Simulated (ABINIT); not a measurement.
MnS:

```
Mn S
1.0
     0.00000    2.47346    2.47346
     2.47346    0.00000    2.47346
     2.47346    2.47346    0.00000
Mn S
1 1
Direct
  0.00000 0.00000 0.00000
  0.75000 0.75000 0.75000
```

The cell is a database's computed one.

Base run:

| Item | Value |
| --- | --- |
| Program | ABINIT 10.8.3 (patched build) |
| Functional | LDA |
| Potentials or basis | JTH PAW LDA v2.0 |
| Cutoff | 544 eV |
| k mesh | 12 × 12 × 12 |
| Occupations | fermi-dirac, width 0.05 eV |
| Spin | collinear spin, ferromagnetic start |
| Starting moments | [4.0, 0.0] μB |

Its results: band gap on the k mesh none (metal or under the smearing width); net moment 0.18 μB per cell; site moments Mn +0.17; S -0.00 μB.

The run is repeated on the same cell with these changes: k mesh from 12 × 12 × 12 to 4 × 4 × 4. What comes out?

Band gap on the k mesh none (metal or under the smearing width); net moment 0.07 μB per cell; site moments Mn +0.07; S -0.00 μB.

Caveats: some runs use coarse meshes; the moment fell far below its start of 4 μB, so a state of higher moment may lie lower in energy; semilocal functionals often make such compounds metallic where correlation or magnetic order opens a gap, which also shifts bond lengths.

Not every run made on this cell is shown here.
